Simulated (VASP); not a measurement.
The system is Ag.

```
Ag
1.0
     2.93000    0.00000    0.00000
    -1.46500    2.53745    0.00000
     0.00000    0.00000    4.79000
Ag
2
Direct
  0.66667 0.33333 0.75000
  0.33333 0.66667 0.25000
```

This isn't the form of Ag at room conditions, which is fcc.

- Program: VASP 6.6.1
- Task: relaxation of cell and atoms
- Functional: PBEsol
- Potentials or basis: VASP PAW PBE potentials, release 64 (Ag)
- Cutoff: 600 eV
- k mesh: 8 × 8 × 6
- Occupations: fermi-dirac, width 0.05 eV
- Spin: no spin polarisation

At the start: pressure -6.2 GPa; volume 17.81 Å³/atom.

Task: How do energy, volume and symmetry change on relaxing?

Result: Over 11 steps the energy falls by 24.0 meV/atom and the volume is 16.71 Å³/atom (-6.1 %); space group P6_3/mmc (No. 194, to 0.05 Å).

The path:
```
step  energy change (eV)  largest force (eV/Å)  pressure (GPa)  volume (Å³)
   1              0.0000                0.0000           -6.21        35.61
   2             -0.0294                0.0000            4.92        32.17
   3             -0.0474                0.0000            0.06        33.40
   4             -0.0473                0.0000            0.22        33.36
   5             -0.0479                0.0000            0.14        33.37
   6             -0.0479                0.0000            0.17        33.38
   7             -0.0479                0.0000            0.17        33.38
   8             -0.0479                0.0000            0.17        33.38
   9             -0.0479                0.0000            0.16        33.38
  10             -0.0479                0.0000           -0.11        33.46
  11             -0.0480                0.0000           -0.03        33.42
```

Final structure:
```
Ag
1.0
     2.88278    0.00000    0.00000
    -1.44139    2.49656    0.00000
     0.00000    0.00000    4.64408
Ag
2
Direct
  0.66667 0.33333 0.75000
  0.33333 0.66667 0.25000
```

Caveat: the PAW data sets were made with another functional, which shifts forces and pressure a little.
